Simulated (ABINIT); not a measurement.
SrO:

```
CELL_PARAMETERS angstrom
0.00000 2.56630 2.56630
2.56630 0.00000 2.56630
2.56630 2.56630 0.00000
ATOMIC_POSITIONS crystal
Sr 0.50000 0.50000 0.50000
O 0.00000 0.00000 0.00000
```

Base run:

| Item | Value |
| --- | --- |
| Program | ABINIT 10.8.3 (patched build) |
| Functional | RPBE |
| Potentials or basis | JTH PAW PBE v2.0 |
| Cutoff | 626 eV |
| k mesh | 9 × 9 × 9 |
| Occupations | fermi-dirac, width 0.05 eV |
| Spin | spin-orbit coupling, no magnetisation |

Its results: band gap on the k mesh 3.47 eV, indirect (least direct gap 3.53 eV); pressure 6.1 GPa.

Q: The run is repeated on the same cell with these changes: functional from RPBE to PW91. What comes out?

A: Band gap on the k mesh 3.36 eV, indirect (least direct gap 3.42 eV); pressure 2.5 GPa.

PW91 binds more tightly than RPBE, so the same cell stands under less pressure.

Caveats: the PAW data sets were made with another functional, which shifts forces and pressure a little.

A k mesh can miss the band edges.
